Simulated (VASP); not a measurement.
# BP (F-43m) in VASP: notebook, part 2 of 2

VASP 6.6.1. The steps go on from the part before.

## 4. G0W0 quasiparticle levels, PBE

Input file POSCAR:

```
BP
1.0
    0.0000000000      2.2690000000      2.2690000000
    2.2690000000      0.0000000000      2.2690000000
    2.2690000000      2.2690000000      0.0000000000
P B
1 1
Direct
    0.7500000000      0.7500000000      0.7500000000
    0.0000000000      0.0000000000      0.0000000000
```

Input file INCAR.step1:

```
PREC = Accurate
ENCUT = 450
EDIFF = 1E-8
ISMEAR = 0
SIGMA = 0.01
LREAL = False
LASPH = True
NELM = 80
ALGO = Normal
LWAVE = True
LCHARG = False
GGA = PE
```

Input file INCAR.step2:

```
PREC = Accurate
ENCUT = 450
EDIFF = 1E-8
ISMEAR = 0
SIGMA = 0.01
LREAL = False
LASPH = True
NELM = 1
ALGO = Exact
LWAVE = True
LCHARG = False
GGA = PE
NBANDS = 18
LOPTICS = True
ISTART = 1
```

Input file INCAR.step3:

```
PREC = Accurate
ENCUT = 450
EDIFF = 1E-8
ISMEAR = 0
SIGMA = 0.01
LREAL = False
LASPH = True
ALGO = EVGW0
LWAVE = False
LCHARG = False
GGA = PE
NELMGW = 1
NBANDS = 18
ENCUTGW = 100
NOMEGA = 48
PRECFOCK = Fast
ISTART = 1
NBANDSGW = 12
```

Input file KPOINTS:

```
regular mesh
0
Gamma
  2 2 2
```

Potentials or basis: VASP PAW PBE potentials, release 64 (P_GW, B_GW).

Command:

```console
> cat potpaw_PBE.64/P_GW/POTCAR potpaw_PBE.64/B_GW/POTCAR > POTCAR
> cp INCAR.step1 INCAR
> mpirun -np 1 vasp_std > vasp.out
> cp INCAR.step2 INCAR
> mpirun -np 1 vasp_std > vasp.out
> cp INCAR.step3 INCAR
> mpirun -np 1 vasp_std > vasp.out
```

OUTCAR:

```text
PREC = Accurate
   ENCUT = 450
   EDIFF = 1E-8
   ISMEAR = 0
   LREAL = False
   LASPH = True
   GGA = PE
   NELMGW = 1
   ENCUTGW = 100
   PRECFOCK = Fast
   ISTART = 1

 Found      3 irreducible k-points:

 Following reciprocal coordinates:
            Coordinates               Weight
  0.000000  0.000000  0.000000      1.000000
  0.500000  0.000000  0.000000      4.000000
  0.500000  0.500000  0.000000      3.000000
   k-points           NKPTS =      3   k-points in BZ     NKDIM =      8   number of bands    NBANDS=     18
   number of dos      NEDOS =    301   number of ions     NIONS =      2
   total plane-waves  NPLWV =  13824
   dimension x,y,z NGX =    24 NGY =   24 NGZ =   24
   dimension x,y,z NGXF=    48 NGYF=   48 NGZF=   48
   ions per type =               1   1
   NGX,Y,Z   is equivalent  to a cutoff of  12.43, 12.43, 12.43 a.u.
   NGXF,Y,Z  is equivalent  to a cutoff of  24.87, 24.87, 24.87 a.u.
 SYSTEM =  unknown system
   PREC   = accura    normal or accurate (medium, high low for compatibility)
   ISTART =      1    job   : 0-new  1-cont  2-samecut
   ICHARG =      0    charge: 1-file 2-atom 10-const
   ISPIN  =      1    spin polarized calculation?
   LNONCOLLINEAR =      F non collinear calculations
   LSORBIT =      F    spin-orbit coupling
   LASPH  =      T    aspherical Exc in radial PAW
   ENCUT  =  450.0 eV  33.07 Ry    5.75 a.u.   5.55  5.55  5.55*2*pi/ulx,y,z
   NELM   =     60;   NELMIN=  2; NELMDL=  0     # of ELM steps
   EDIFF  = 0.1E-07   stopping-criterion for ELM
   LREAL  =      F    real-space projection
   EDIFFG = 0.1E-06   stopping-criterion for IOM
   NSW    =      0    number of steps for IOM
   IBRION =     -1    ionic relax: 0-MD 1-quasi-New 2-CG
   NFREE  =      0    steps in history (QN), initial steepest desc. (CG)
   ISIF   =      0    stress and relaxation
   ISYM   =      3    0-nonsym 1-usesym 2-fastsym
   POTIM  = 0.5000    time-step for ionic-motion
   TEBEG  =    0.0;   TEEND  =   0.0 temperature during run
   PSTRESS=    0.0 pullay stress
   NELECT =       8.0000    total number of electrons
   NUPDOWN=      -1.0000    fix difference up-down
   EMIN   =  10.00;   EMAX   =-10.00  energy-range for DOS
   EFERMI =   0.00;   METHOD = LEGACY
   ISMEAR =     0;   SIGMA  =   0.01  broadening in eV -4-tet -1-fermi 0-gaus
   EFERMI_NEDOS =   21; number of points for ismear=-14 and -15
   IALGO  =     38    algorithm
   IMIX   =      4    mixing-type and parameters
     AMIX     =   0.40;   BMIX     =  1.00
     AMIX_MAG =   1.60;   BMIX_MAG =  1.00
  volume/ion in A,a.u.               =      11.68        78.83
  Fermi-wavevector in a.u.,A,eV,Ry     =   1.145320  2.164342 17.847562  1.311759
  Thomas-Fermi vector in A             =   2.282009
   LORBIT       =      0    0 simple, 1 ext, 2 COOP (PROOUT), +10 PAW based schemes
   GGA     = PE    functional components
   LHFCALC =     T    Hartree Fock is set to
   PRECFOCK=fast      Normal, Fast or Accurate (Low or Medium for compatibility)
   ENCUT4O =  -1.0   cutoff for four orbital integrals eV
   NKREDX  =     1    reduce k-point grid by
   NKREDY  =     1    reduce k-point grid by
   NKREDZ  =     1    reduce k-point grid by
   AEXX    =    1.0000 exact exchange contribution
   HFSCREEN=    0.0000 screening length (either q_TF or 0.3 A-1)
   HFSCREENC=   0.0000 screening length for correlation (either q_TF or 0.3 A-1)
   ENCUTFOCK=  -1.0 apply spherical cutoff to Coloumb kernel
   IVDW    =     0    specifies the selected vdW correction
   LEPSILON=     F    determine dielectric tensor
   LRPA    =     F    only Hartree local field effects (RPA)
   LRPAFORCE           =     F    calculate RPA forces
   ENCUTGW             = 100.0    cutoff for response function in eV
   ENCUTGWSOFT         =  80.0    soft cutoff for Coulomb kernel in GW response function in eV
   ENCUTLF             =  -1.0    cutoff for local field effects
   NELMGW              =     1    number of iterations in solving QP/BSE equation
   NELMHF              =     1    number of iterations in the inner HF iteration
   NKREDLFX            =     1    NKREDLFY  =   1   NKREDLFZ  =   1
 non-spin polarized calculation
 Gauss-broadening in eV      SIGMA  =   0.01
  energy-cutoff  :      450.00
  volume of cell :       23.36
 maximum number of plane-waves:       531
 NGX is ok and might be reduce to    24
  NGX = 14; NGY = 14; NGZ = 14
   NGX = 11   NGY = 11   NGZ = 11
 maximum number of plane-waves:        59
 NGX is ok and might be reduce to    14

 QP shifts <psi_nk| G(iteration)W_0 |psi_nk>: iteration 1
 for sc-GW calculations column KS-energies equals QP-energies in previous step
 and V_xc(KS)=  KS-energies - (<T + V_ion + V_H > + <T+V_H+V_ion>^1  + <V_x>^1)

 k-point   1 :       0.0000    0.0000    0.0000
  band No.  KS-energies  QP-energies   sigma(KS)   V_xc(KS)     V^pw_x(r,r')   Z            occupation Imag(sigma)

      1      -8.1016      -8.5907     -12.6680     -12.0042     -20.2184       0.7369       2.0000       1.3737
      2       7.4819       7.6920     -13.1313     -13.3950     -16.7941       0.7968       2.0000       0.0948
      3       7.4819       7.6920     -13.1313     -13.3950     -16.7941       0.7968       2.0000       0.0948
      4       7.4819       7.6920     -13.1313     -13.3950     -16.7941       0.7968       2.0000       0.0948
      5      10.7369      11.7721     -10.7192     -12.0017      -6.0463       0.8072       0.0000      -0.1522
      6      10.7369      11.7721     -10.7192     -12.0017      -6.0463       0.8072       0.0000      -0.1522
      7      10.7369      11.7721     -10.7192     -12.0017      -6.0463       0.8072       0.0000      -0.1522
      8      14.8668      15.9367     -11.3949     -12.6809      -5.3503       0.8319       0.0000      -0.4303
      9      18.8791      19.2305      -8.7072      -9.1350      -3.0250       0.8217       0.0000      -0.3916
     10      19.2975      20.7518      -9.8820     -11.7262      -4.7559       0.7886       0.0000      -0.2353
     11      19.2975      20.7518      -9.8820     -11.7262      -4.7559       0.7886       0.0000      -0.2353
     12      22.9348      23.9982      -8.4781      -9.6839      -2.5384       0.8819       0.0000      -0.8826
[... 20 lines left out ...]
      1      -3.2227      -3.4082     -12.9298     -12.6978     -18.9795       0.7997       2.0000       0.7604
      2      -1.1766      -1.5581     -12.8841     -12.3547     -18.0233       0.7205       2.0000       0.5487
      3       3.2822       3.2787     -12.5047     -12.5003     -16.6434       0.7814       2.0000       0.1941
      4       3.2822       3.2787     -12.5047     -12.5003     -16.6434       0.7814       2.0000       0.1941
      5       8.6345       9.1968      -9.9371     -10.6399      -5.3861       0.8001       0.0000      -0.1164
      6       8.9783       9.5576      -9.7317     -10.4473      -5.1542       0.8096       0.0000      -0.1182
      7      19.5348      21.0931     -10.7919     -12.8193      -4.7157       0.7686       0.0000      -0.5249
      8      19.5348      21.0931     -10.7919     -12.8193      -4.7157       0.7686       0.0000      -0.5249
      9      22.7978      24.4573     -10.3062     -12.3462      -4.1689       0.8135       0.0000      -0.6403
     10      23.7795      25.5002      -9.8908     -12.1174      -4.0126       0.7728       0.0000      -0.5912
     11      25.2413      26.8951     -10.3451     -12.3702      -4.7589       0.8167       0.0000      -0.6754
     12      25.2413      26.8951     -10.3451     -12.3702      -4.7589       0.8167       0.0000      -0.6754
```

OUTCAR.step2:

```text
PREC = Accurate
   ENCUT = 450
   EDIFF = 1E-8
   ISMEAR = 0
   LREAL = False
[... 498 lines left out ...]
     0.00000    32.88000    32.88000    32.88000    -0.00000     0.00000    -0.00000
     0.55222    33.44283    33.44283    33.44283    -0.00000     0.00000    -0.00000
     1.10445    35.32183    35.32183    35.32183    -0.00000     0.00000    -0.00000
     1.65667    39.21406    39.21406    39.21406    -0.00000     0.00000    -0.00000
     2.20889    47.39531    47.39531    47.39531    -0.00000     0.00000    -0.00000
     2.76111    71.06784    71.06784    71.06784    -0.00000     0.00000    -0.00000
[... 92 lines left out ...]
    54.11785     0.70848     0.70848     0.70848     0.00000    -0.00000     0.00000
    54.67007     0.71454     0.71454     0.71454     0.00000    -0.00000     0.00000
```

Run time: 5.4 s. Hardware: 1 thread of Intel Xeon 6975P-C (Granite Rapids), shared host; peak memory 0.15 GiB.

These settings aren't checked as converged: the numbers below hold their error.

What came out:

```yaml
Band_gap_on_the_k_mesh_mean-field_level: 1.15 eV, indirect (least direct gap 3.25 eV)
Quasiparticle_gap: 1.50 eV
Least_direct_quasiparticle_gap: 4.08 eV
```

Caveat: the k mesh is coarse (spacing up to 1.20 Å⁻¹), so the values aren't converged; bands, screening cutoff and mesh are small and nothing is extrapolated, so the quasiparticle values aren't converged.

## 5. G0W0 quasiparticle levels, PBE

POSCAR is that of step 4.

INCAR.step1 is that of step 4.

INCAR.step2: that of step 4 with these lines changed.

```diff
@@ -12,3 +12,3 @@
 GGA = PE
-NBANDS = 18
+NBANDS = 32
 LOPTICS = True
```

INCAR.step3: that of step 4 with these lines changed.

```diff
@@ -12,4 +12,4 @@
 NELMGW = 1
-NBANDS = 18
-ENCUTGW = 100
+NBANDS = 32
+ENCUTGW = 50
 NOMEGA = 48
```

Input file KPOINTS:

```
regular mesh
0
Gamma
  3 3 3
```

Potentials or basis: VASP PAW PBE potentials, release 64 (P_GW, B_GW).

Command:

```console
> cat potpaw_PBE.64/P_GW/POTCAR potpaw_PBE.64/B_GW/POTCAR > POTCAR
> cp INCAR.step1 INCAR
> mpirun -np 1 vasp_std > vasp.out
> cp INCAR.step2 INCAR
> mpirun -np 1 vasp_std > vasp.out
> cp INCAR.step3 INCAR
> mpirun -np 1 vasp_std > vasp.out
```

OUTCAR:

```text
PREC = Accurate
   ENCUT = 450
   EDIFF = 1E-8
   ISMEAR = 0
   LREAL = False
   LASPH = True
   GGA = PE
   NELMGW = 1
   ENCUTGW = 50
   PRECFOCK = Fast
   ISTART = 1

 Found      4 irreducible k-points:

 Following reciprocal coordinates:
            Coordinates               Weight
  0.000000  0.000000  0.000000      1.000000
  0.333333  0.000000  0.000000      8.000000
  0.333333  0.333333  0.000000      6.000000
 -0.333333  0.333333  0.000000     12.000000
   k-points           NKPTS =      4   k-points in BZ     NKDIM =     27   number of bands    NBANDS=     32
   number of dos      NEDOS =    301   number of ions     NIONS =      2
   total plane-waves  NPLWV =  13824
   dimension x,y,z NGX =    24 NGY =   24 NGZ =   24
   dimension x,y,z NGXF=    48 NGYF=   48 NGZF=   48
   ions per type =               1   1
   NGX,Y,Z   is equivalent  to a cutoff of  12.43, 12.43, 12.43 a.u.
   NGXF,Y,Z  is equivalent  to a cutoff of  24.87, 24.87, 24.87 a.u.
 SYSTEM =  unknown system
   PREC   = accura    normal or accurate (medium, high low for compatibility)
   ISTART =      1    job   : 0-new  1-cont  2-samecut
   ICHARG =      0    charge: 1-file 2-atom 10-const
   ISPIN  =      1    spin polarized calculation?
   LNONCOLLINEAR =      F non collinear calculations
   LSORBIT =      F    spin-orbit coupling
   LASPH  =      T    aspherical Exc in radial PAW
   ENCUT  =  450.0 eV  33.07 Ry    5.75 a.u.   5.55  5.55  5.55*2*pi/ulx,y,z
   NELM   =     60;   NELMIN=  2; NELMDL=  0     # of ELM steps
   EDIFF  = 0.1E-07   stopping-criterion for ELM
   LREAL  =      F    real-space projection
   EDIFFG = 0.1E-06   stopping-criterion for IOM
   NSW    =      0    number of steps for IOM
   IBRION =     -1    ionic relax: 0-MD 1-quasi-New 2-CG
   NFREE  =      0    steps in history (QN), initial steepest desc. (CG)
   ISIF   =      0    stress and relaxation
   ISYM   =      3    0-nonsym 1-usesym 2-fastsym
   POTIM  = 0.5000    time-step for ionic-motion
   TEBEG  =    0.0;   TEEND  =   0.0 temperature during run
   PSTRESS=    0.0 pullay stress
   NELECT =       8.0000    total number of electrons
   NUPDOWN=      -1.0000    fix difference up-down
   EMIN   =  10.00;   EMAX   =-10.00  energy-range for DOS
   EFERMI =   0.00;   METHOD = LEGACY
   ISMEAR =     0;   SIGMA  =   0.01  broadening in eV -4-tet -1-fermi 0-gaus
   EFERMI_NEDOS =   21; number of points for ismear=-14 and -15
   IALGO  =     38    algorithm
   IMIX   =      4    mixing-type and parameters
     AMIX     =   0.40;   BMIX     =  1.00
     AMIX_MAG =   1.60;   BMIX_MAG =  1.00
  volume/ion in A,a.u.               =      11.68        78.83
  Fermi-wavevector in a.u.,A,eV,Ry     =   1.145320  2.164342 17.847562  1.311759
  Thomas-Fermi vector in A             =   2.282009
   LORBIT       =      0    0 simple, 1 ext, 2 COOP (PROOUT), +10 PAW based schemes
   GGA     = PE    functional components
   LHFCALC =     T    Hartree Fock is set to
   PRECFOCK=fast      Normal, Fast or Accurate (Low or Medium for compatibility)
   ENCUT4O =  -1.0   cutoff for four orbital integrals eV
   NKREDX  =     1    reduce k-point grid by
   NKREDY  =     1    reduce k-point grid by
   NKREDZ  =     1    reduce k-point grid by
   AEXX    =    1.0000 exact exchange contribution
   HFSCREEN=    0.0000 screening length (either q_TF or 0.3 A-1)
   HFSCREENC=   0.0000 screening length for correlation (either q_TF or 0.3 A-1)
   ENCUTFOCK=  -1.0 apply spherical cutoff to Coloumb kernel
   IVDW    =     0    specifies the selected vdW correction
   LEPSILON=     F    determine dielectric tensor
   LRPA    =     F    only Hartree local field effects (RPA)
   LRPAFORCE           =     F    calculate RPA forces
   ENCUTGW             =  50.0    cutoff for response function in eV
   ENCUTGWSOFT         =  40.0    soft cutoff for Coulomb kernel in GW response function in eV
   ENCUTLF             =  -1.0    cutoff for local field effects
   NELMGW              =     1    number of iterations in solving QP/BSE equation
   NELMHF              =     1    number of iterations in the inner HF iteration
   NKREDLFX            =     1    NKREDLFY  =   1   NKREDLFZ  =   1
 non-spin polarized calculation
 Gauss-broadening in eV      SIGMA  =   0.01
  energy-cutoff  :      450.00
  volume of cell :       23.36
 maximum number of plane-waves:       531
 NGX is ok and might be reduce to    24
  NGX = 14; NGY = 14; NGZ = 14
   NGX = 11   NGY = 11   NGZ = 11
 maximum number of plane-waves:        22
 NGX is ok and might be reduce to    10

 QP shifts <psi_nk| G(iteration)W_0 |psi_nk>: iteration 1
 for sc-GW calculations column KS-energies equals QP-energies in previous step
 and V_xc(KS)=  KS-energies - (<T + V_ion + V_H > + <T+V_H+V_ion>^1  + <V_x>^1)

 k-point   1 :       0.0000    0.0000    0.0000
  band No.  KS-energies  QP-energies   sigma(KS)   V_xc(KS)     V^pw_x(r,r')   Z            occupation Imag(sigma)

      1      -8.2562      -8.6028     -12.5169     -12.0443     -20.4104       0.7334       2.0000       1.5175
      2       7.2423       7.4011     -13.1330     -13.3323     -15.6940       0.7968       2.0000       0.0844
      3       7.2423       7.4011     -13.1330     -13.3323     -15.6940       0.7968       2.0000       0.0844
      4       7.2423       7.4011     -13.1330     -13.3323     -15.6940       0.7968       2.0000       0.0844
      5      10.5996      11.4021     -11.0346     -12.0587      -6.6990       0.7836       0.0000      -0.1122
      6      10.5996      11.4021     -11.0346     -12.0587      -6.6990       0.7836       0.0000      -0.1122
      7      10.5996      11.4021     -11.0346     -12.0587      -6.6990       0.7836       0.0000      -0.1122
      8      14.6211      15.5804     -11.5063     -12.7388      -5.8616       0.7783       0.0000      -0.2474
      9      18.7364      18.8189      -9.2409      -9.3455      -3.2088       0.7890       0.0000      -0.4229
     10      19.2001      20.1996     -10.4560     -11.7529      -4.8887       0.7706       0.0000      -0.2688
     11      19.2001      20.1996     -10.4560     -11.7529      -4.8887       0.7706       0.0000      -0.2688
     12      22.8563      23.3408      -9.2566      -9.8669      -2.7229       0.7938       0.0000      -0.7634
[... 36 lines left out ...]
      1      -3.8247      -4.0153     -12.9709     -12.7142     -19.3027       0.7425       2.0000       0.7538
      2      -0.6121      -0.9000     -12.8956     -12.5124     -17.8964       0.7512       2.0000       0.4149
      3       0.8718       0.5556     -12.0424     -11.6314     -15.7545       0.7692       2.0000       0.2326
      4       4.1665       4.0894     -12.7937     -12.6946     -16.0028       0.7776       2.0000       0.1298
      5       9.8351      10.3405     -10.2745     -10.9091      -5.8143       0.7964       0.0000      -0.1040
      6      15.4335      16.2132     -10.5912     -11.5956      -5.2861       0.7763       0.0000      -0.2250
      7      15.7422      16.8230     -10.9524     -12.3392      -5.3371       0.7793       0.0000      -0.2840
      8      16.9753      18.0039     -11.1466     -12.4877      -5.3046       0.7670       0.0000      -0.3217
      9      17.6280      18.6095     -10.8680     -12.1376      -5.1107       0.7730       0.0000      -0.3175
     10      18.8698      19.6919     -10.3239     -11.3649      -4.7725       0.7898       0.0000      -0.3510
     11      25.9044      26.9439     -10.6877     -12.0791      -3.4867       0.7471       0.0000      -0.8892
     12      27.2862      27.8188      -9.4606     -10.1504      -2.6179       0.7721       0.0000      -0.9598
```

Run time: 6.3 s. Hardware: 1 thread of Intel Xeon 6975P-C (Granite Rapids), shared host; peak memory 0.16 GiB.

These settings aren't checked as converged: the numbers below hold their error.

What came out:

| Property | Result |
| --- | --- |
| Band gap on the k mesh, mean-field level | 1.34 eV, indirect (least direct gap 3.36 eV) |
| Quasiparticle gap | 1.66 eV |
| Least direct quasiparticle gap | 4.00 eV |

Caveat: the k mesh is coarse (spacing up to 0.80 Å⁻¹), so the values aren't converged; bands, screening cutoff and mesh are small and nothing is extrapolated, so the quasiparticle values aren't converged; an odd mesh through Γ misses points on the zone boundary, where band edges often lie.

## 6. For comparison

An earlier run on the cell as given: functional PBEsol; potentials or basis VASP PAW PBE potentials, release 64 (P, B); cutoff 520 eV; k mesh 10 × 10 × 10; occupations fermi-dirac, width 0.05 eV; no spin polarisation.

* Pressure: -1.9 GPa
* Band gap on the k mesh: 1.13 eV, indirect (least direct gap 3.36 eV)
